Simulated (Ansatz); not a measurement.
Au: relaxation of cell and atoms with revPBE

Au:

```xyz
1
Lattice="0.0000 2.0350 2.0350 2.0350 0.0000 2.0350 2.0350 2.0350 0.0000" Properties=species:S:1:pos:R:3 pbc="T T T"
Au    0.0000    0.0000    0.0000
```

```json
{
 "Program": "Ansatz 0.2.0",
 "Task": "relaxation of cell and atoms",
 "Functional": "revPBE",
 "Potentials or basis": "all-electron LAPW, scalar-relativistic",
 "Basis error allowed": "0.001 eV/atom",
 "k mesh": "11 × 11 × 11",
 "Occupations": "fermi-dirac, width 0.05 eV",
 "Spin": "no spin polarisation"
}
```

| Item | Value |
| --- | --- |
| Relaxed volume | 18.33 Å³/atom |
| Relaxed cell | a = 2.959 Å, b = 2.959 Å, c = 2.959 Å, α = 60.00°, β = 60.00°, γ = 60.00° |
| Space group after relaxing (to 0.05 Å) | Fm-3m (No. 225) |
| Energy gained by relaxing | 57.1 meV/atom |
| Ionic steps | 6 |
| Pressure after relaxing | 0.0 GPa |

Step by step:
```
step  energy change (eV)  largest force (eV/Å)  volume (Å³)
   1              0.0000                0.0000        16.85
   2             -0.0336                0.0000        19.44
   3             -0.0561                0.0000        18.55
   4             -0.0571                0.0000        18.29
   5             -0.0571                0.0000        18.33
   6             -0.0571                0.0000        18.33
```

Final structure:
```yaml
crystal:
  lattice:
    - [0.00000, 2.09254, 2.09254]
    - [2.09254, 0.00000, 2.09254]
    - [2.09254, 2.09254, 0.00000]
  atoms:
    - { symbol: Au, position: [0.00000, 0.00000, 0.00000] }
```

Run time: 23 s on 1 thread of Arm Neoverse V2 (shared host), peak memory 0.28 GiB.

Spin-orbit coupling is left out, which matters for the levels of Au. Zero-point motion and thermal expansion aren't in these numbers.
